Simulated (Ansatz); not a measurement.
α-quartz-type GeO₂ (metastable phase) was calculated with revPBE in Ansatz (plane waves, PAW).

Settings: plane-wave cutoff 520 eV, 12×12×6 k mesh (along the axes of the cell as run), Fermi–Dirac smearing 0.01 eV, scalar-relativistic PAW data made under PBE.

The cell is scaled about its equilibrium volume:

Shape and atoms are relaxed at each volume.

| V (Å³/atom) | P (GPa) | direct gap at Γ (eV) | smallest gap on the k mesh (eV) | c (Å) |
|---|---|---|---|---|
| 14.394 | 1.58 | 3.348 | 3.279 | 5.780 |
| 14.694 | 0.77 | 3.318 | 3.237 | 5.801 |
| 14.993 | 0.00 | 3.283 | 3.191 | 5.824 |
| 15.293 | -0.70 | 3.245 | 3.142 | 5.848 |
| 15.593 | -1.35 | 3.203 | 3.088 | 5.870 |

The fundamental gap (3.19 eV at the equilibrium volume, with added k points) lies elsewhere than Γ–Γ.

Note: the cell is over a tenth larger than the published one: the level's own overestimate first of all, though another phase or state, or a fault of the published cell, is possible; the bulk modulus comes from volumes at which shape and atoms were relaxed.

Spin–orbit coupling is not included.

Ansatz is a program for electronic structure.
